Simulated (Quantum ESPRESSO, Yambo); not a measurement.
# A GW chain in Yambo: AlN (P6_3mc), part 2 of 3

Aim: the G0W0 gap of AlN (P6_3mc) on PBE, step by step.

Quantum ESPRESSO 7.5 and Yambo 5.3.0; PBE and many-body steps on it, plane waves. Known limits of the many-body steps: not at the basis limit; coarse k mesh.

So far. Step 2 (Ground state): The gap is direct, at Γ. Step 3 (Bands along the symmetry lines): The gap is 4.221 eV, as in the run before at this level.

The database entry behind the starting cell differs from later determinations by our own check (inner coordinate u about 0.002 short), so it need not match the best structure at ambient conditions.

### Step 4. Empty states on the mesh, 3×3×4 mesh, 102 bands

Level of this step: DFT, PBE, plane waves, norm-conserving pseudopotentials (Quantum ESPRESSO).

The sums over transitions need many empty states on a uniform mesh; this step solves for them.

The input, pw.in:

```
&control
  calculation = 'nscf'
  prefix = 'x'
  outdir = 'o'
  pseudo_dir = 'pseudo'
/
&system
  ibrav = 0
  nat = 4
  ntyp = 2
  ecutwfc = 72.0
  nbnd = 102
  force_symmorphic = .true.
/
&electrons
  conv_thr = 1e-9
  electron_maxstep = 80
  diago_full_acc = .true.
  diago_thr_init = 5e-6
/
ATOMIC_SPECIES
  Al 26.982 Al.upf
  N 14.007 N.upf
CELL_PARAMETERS angstrom
  3.1130000000 -0.0000000000 0.0000000000
  -1.5565000000 2.6959370820 0.0000000000
  0.0000000000 0.0000000000 4.9810000000
ATOMIC_POSITIONS crystal
  Al 0.3333333333 0.6666666667 0.0000000000
  Al 0.6666666667 0.3333333333 0.5000000000
  N 0.3333333333 0.6666666667 0.3800000000
  N 0.6666666667 0.3333333333 0.8800000000
K_POINTS automatic
  3 3 4 0 0 0
```

Started as:

```sh
$ OMP_NUM_THREADS=1 mpirun -n 4 pw.x -nk 4 -in pw.in > pw.out
```

The program printed:

```text
[banner, memory and clock lines left out]
Program PWSCF v.7.5 starts

     Atomic positions and unit cell read from directory:
     o/x.save/

     Message from routine setup:
     using ibrav=0 with symmetry is DISCOURAGED, use correct ibrav instead

     G-vector sticks info

     bravais-lattice index     =            0
     lattice parameter (alat)  =       5.8827  a.u.
     unit-cell volume          =     282.0993 (a.u.)^3
     number of atoms/cell      =            4
     number of atomic types    =            2
     number of electrons       =        16.00
     number of Kohn-Sham states=          102
     kinetic-energy cutoff     =      72.0000  Ry
     charge density cutoff     =     288.0000  Ry
     Exchange-correlation= PBE
                           (   1   4   3   4   0   0   0)

     celldm(1)=   5.882717  celldm(2)=   0.000000  celldm(3)=   0.000000
     celldm(4)=   0.000000  celldm(5)=   0.000000  celldm(6)=   0.000000

     crystal axes: (cart. coord. in units of alat)
               a(1) = (   1.000000  -0.000000   0.000000 )
               a(2) = (  -0.500000   0.866025   0.000000 )
               a(3) = (   0.000000   0.000000   1.600064 )

     reciprocal axes: (cart. coord. in units 2 pi/alat)
               b(1) = (  1.000000  0.577350 -0.000000 )
               b(2) = (  0.000000  1.154701 -0.000000 )
               b(3) = ( -0.000000 -0.000000  0.624975 )
     Pseudo is Norm-conserving + core correction, Zval =  3.0
     Generated using ONCVPSP code by D. R. Hamann
     Using radial grid of 1876 points,  6 beta functions with:
     Pseudo is Norm-conserving + core correction, Zval =  5.0
     Generated using ONCVPSP code by D. R. Hamann
     Using radial grid of 1058 points,  4 beta functions with:
     Al                3.00    26.98200     Al( 1.00)
     N                 5.00    14.00700     N ( 1.00)

      6 Sym. Ops. (no inversion) found

   Cartesian axes

     site n.     atom                  positions (alat units)
         1        Al     tau(   1) = (  -0.0000000   0.5773503   0.0000000  )
         2        Al     tau(   2) = (   0.5000000   0.2886751   0.8000321  )
         3        N      tau(   3) = (  -0.0000000   0.5773503   0.6080244  )
         4        N      tau(   4) = (   0.5000000   0.2886751   1.4080565  )

     number of k points=    10
                       cart. coord. in units 2pi/alat
        k(    1) = (   0.0000000   0.0000000   0.0000000), wk =   0.0555556
        k(    2) = (   0.0000000   0.0000000   0.1562437), wk =   0.1111111
        k(    3) = (   0.0000000   0.0000000  -0.3124875), wk =   0.0555556
[...]
k(    9) = (   0.3333333   0.5773503  -0.3124875), wk =   0.1111111
        k(   10) = (   0.0000000  -0.3849002   0.1562437), wk =   0.3333333

     Dense  grid:    23187 G-vectors     FFT dimensions: (  32,  32,  54)

     The potential is recalculated from file :
     o/x.save/charge-density

     Starting wfcs are   16 randomized atomic wfcs +   86 random wfcs

     Band Structure Calculation

     End of band structure calculation

          k = 0.0000 0.0000 0.0000 (  2863 PWs)   bands (ev):

    -8.0385  -5.8877   1.1322   6.2756   6.2756   6.9268   6.9268   7.1067
    11.3272  13.7824  17.6990  18.2976  18.2976  20.2844  20.2886  20.2886
    21.6418  21.6418  21.9213  24.4378  24.4378  26.5454  29.5081  29.8483
[...]
87.6768  88.4712  88.5458  88.5458  91.1824  95.9258

          k = 0.0000 0.0000 0.1562 (  2893 PWs)   bands (ev):

[...]
88.0320  88.2400  88.2400  89.6169  92.0819  92.0819

          k = 0.0000 0.0000-0.3125 (  2858 PWs)   bands (ev):

[...]
83.1862  83.1862  83.1862  83.1862  83.5835  83.5835  84.7854  84.7854
    84.7854  84.7854  88.4196  88.4196  88.4196  88.4196  89.1691  89.1691
    89.9779  89.9779  89.9779  89.9779  91.1373  91.1373

          k = 0.0000 0.3849 0.0000 (  2892 PWs)   bands (ev):

     [... further k-points ...]

     highest occupied, lowest unoccupied level (ev):     7.1067   11.3272

     XML data file, pseudopotentials, collected wavefunctions
```

Wall time 5.7 s (4 MPI ranks of Arm Neoverse V2, shared host); peak memory 0.29 GiB; 22 s of CPU time.

Numbers from this step:

```
gap                                                           : 4.221 eV
k of the valence top                                          : 0, 0, 0
k of the conduction bottom                                    : 0, 0, 0
least direct gap                                              : 4.221 eV
k points computed                                             : 10
lowest point of the top converged band, above the valence top : 84.0307 eV
```

On this mesh the gap is 4.221 eV.

### Step 5. Conversion and set-up

This step: Yambo 5.3.0; conversion and set-up on PBE, plane waves, norm-conserving pseudopotentials.

The states are converted to the many-body program's format and the q mesh is built.

Started as:

```sh
$ (cd o/x.save; p2y > p2y.log; mv SAVE ../..); yambo > setup.log
```

The program printed:

```text
 Yambo, version 5.3.0

 [02] CORE Variables Setup
 =========================

  [02.01] Unit cells
  ==================

  Cell kind             :  HCP
  Atoms in the cell     :  Al  N
  number of Al atoms    :  2
  number of N  atoms    :  2

  List of atomic masses
  Mass of Al    :  26.98200
  Mass of N     :  14.00700

  List of atomic coordinates    : [cc]
  Al1       : -0.29414E-09   3.3964       0.0000      order 1
  Al2       :  2.941359  1.698194  4.706363  order 2
  N1       : -0.29414E-09   3.3964       3.5768      order 3
  N2       :  2.941359  1.698194  8.283199  order 4

  Alat factors          :  5.882717  5.094583  9.412726 [a.u.]
  Direct lattice volume :  282.0993 [a.u.]
  Direct lattice vectors:  A[ 1 ]  A[ 2 ]  A[ 3 ]
   A[ 1 ]:  1.000000 -0.000000  0.000000  [iru]
   5.882717 -0.000000  0.000000  [cc]
   A[ 2 ]: -0.500000  1.000000  0.000000  [iru]
  -2.941359  5.094583  0.000000  [cc]
   A[ 3 ]:  0.000000  0.000000  1.000000  [iru]
   0.000000  0.000000  9.412726  [cc]

  Recip. lattice volume :  0.879301 [a.u.]
  Recip. lattice vectors:  B[ 1 ]  B[ 2 ]  B[ 3 ]
   B[ 1 ]:  1.000000  0.500000  0.000000  [iku]
   1.068075  0.616654 -0.000000  [cc]
   B[ 2 ]:  0.000000  1.000000  0.000000  [iku]
   0.000000  1.233307 -0.000000  [cc]
   B[ 3 ]:  0.000000  0.000000  1.000000  [iku]
  -0.000000 -0.000000  0.667520  [cc]

  [02.02] Symmetries
  ==================

  Inversion symmetry    : yes
  Spatial inversion     : no
  Inversion index       :   7
  K-space Time-reversal : yes
  Magnetic symmetries   : no
  Time-reversal derived K-space symmetries:   7  12
  Group table correct   : yes
  Symmetries units      :  [cc]

   [S  1]:   1.0000       0.0000       0.0000     -0.10606E-18   1.0000       0.0000       0.0000       0.0000       1.0000
   [S  2]: -0.500000  0.866025  0.000000 -0.866025 -0.500000  0.000000  0.000000  0.000000  1.000000
   [S  3]: -0.500000 -0.866025  0.000000  0.866025 -0.500000  0.000000  0.000000  0.000000  1.000000
   [S  4]:  -1.0000       0.0000       0.0000      0.10606E-18   1.0000       0.0000       0.0000       0.0000       1.0000
   [S  5]:  0.500000  0.866025  0.000000  0.866025 -0.500000  0.000000  0.000000  0.000000  1.000000
   [S  6]:  0.500000 -0.866025  0.000000 -0.866025 -0.500000  0.000000  0.000000  0.000000  1.000000
   [S* 7]:  -1.0000      -0.0000      -0.0000      0.10606E-18  -1.0000      -0.0000      -0.0000      -0.0000      -1.0000
   [S* 8]:  0.500000 -0.866025 -0.000000  0.866025  0.500000 -0.000000 -0.000000 -0.000000 -1.000000
   [S* 9]:  0.500000  0.866025 -0.000000 -0.866025  0.500000 -0.000000 -0.000000 -0.000000 -1.000000
   [S*10]:   1.0000      -0.0000      -0.0000     -0.10606E-18  -1.0000      -0.0000      -0.0000      -0.0000      -1.0000
   [S*11]: -0.500000 -0.866025 -0.000000 -0.866025  0.500000 -0.000000 -0.000000 -0.000000 -1.000000
[...]
K_min[ 3 ] :  0.33333      0.23545E-11   0.0000     [rlu]
  Grid dimensions      :   4   3   3
  K lattice UC volume  :  0.024425 [a.u.]

  IBZ K-points                                      :  10
  BZ  K-points                                      :   36

  K/Q-points units:
  rlu = crystal or reduced units; cc = cartesian coordinates; iku = interal k-units

  K [ 1]         [rlu]:  0.000000  0.000000  0.000000
         WF components:  2863
  K [ 2]         [rlu]:  0.000000  0.000000  0.250000
         WF components:  2893
  K [ 3]         [rlu]:  0.000000  0.000000 -0.500000
         WF components:  2858
[...]
K [ 8]         [rlu]:  0.333333  0.333333  0.250000
[...]
K [ 9]         [rlu]:  0.333333  0.333333 -0.500000
         WF components:  2934
  K [10]         [rlu]:  0.000000 -0.333333  0.250000
         WF components:  2910

  [02.05] Energies & Occupations
  ==============================

  [X] === General ===
  [X] Electronic Temperature                        :  0.000000  0.000000 [eV K]
  [X] Bosonic    Temperature                        :  0.000000  0.000000 [eV K]
  [X] Finite Temperature mode                       : no
  [X] El. density                                   :  0.38275E+24 [cm-3]
  [X] Fermi Level                                   :  7.106664 [eV]

  [X] === Gaps and Widths ===
  [X] Conduction Band Min                           :  4.220509 [eV]
  [X] Valence Band Max                              :  0.000000 [eV]
  [X] Filled Bands                                  :   8
  [X] Empty Bands                                   :    9  102
  [X] Direct Gap                                    :  4.220509 [eV]
  [X] Direct Gap localized at k                     :  1
  [X] Indirect Gap                                  :  4.220509 [eV]
  [X] Indirect Gap between kpts                     :  1  1
  [X] Last valence band width                       :  2.371270 [eV]
  [X] 1st conduction band width                     :  3.218767 [eV]

  E @ K [ 1]:  [eV]
  -15.14520 -12.99438  -5.97443  -0.83104  -0.83104  -0.17988  -0.17988   0.00000
[...]
occ @ K [ 1]
[...]
E @ K [ 2]:  [eV]
[...]
occ @ K [ 2]
[...]
E @ K [ 3]:  [eV]
[...]
occ @ K [ 3]
[...]
E @ K [ 8]:  [eV]
[...]
occ @ K [ 8]
[...]
E @ K [ 9]:  [eV]
[...]
occ @ K [ 9]
[...]
E @ K [10]:  [eV]
[...]
occ @ K [10]
   2.000000  2.000000  2.000000  2.000000  2.000000  2.000000  2.000000  2.000000
   0.000000  0.000000  0.000000  0.000000  0.000000  0.000000  0.000000  0.000000

 [03] Transferred momenta grid and indexing
 ==========================================

 IBZ Q-points                                      :  10
 BZ  Q-points                                      :   36

 K/Q-points units:
 rlu = crystal or reduced units; cc = cartesian coordinates; iku = interal k-units

 Q [ 1]         [rlu]:  0.000000  0.000000  0.000000
 Q [ 2]         [rlu]:  0.000000  0.000000  0.250000
 Q [ 3]         [rlu]:  0.000000  0.000000 -0.500000
[...]
Q [ 8]         [rlu]:  0.333333  0.333333  0.250000
 Q [ 9]         [rlu]:  0.333333  0.333333 -0.500000
 Q [10]         [rlu]:  0.40821E-19 -0.33333      0.25000

  [03.01] X indexes
  =================

   [03.01.01] Sigma indexes
   ========================

 [06] Game Over & Game summary
```

Wall time 1.8 s (1 MPI rank); peak memory 0.23 GiB.

(Continued in part 3 of 3.)

[Paths, hosts, dates, memory and timing lines, banners, echoed tables and standing remarks are left out of the program output.]

[Logs are printed without paths, hosts, clocks, repeated set-up lines and the standing remarks that a program may print on its own settings, such as how far it seeks lower states.]

[Runs of the session that timed out or met a known fault of the program may be left out.]

[Hosts, paths, dates, database ids (printed as entryN), source tags and the programs' standing remarks are cut or masked in the printed files.]
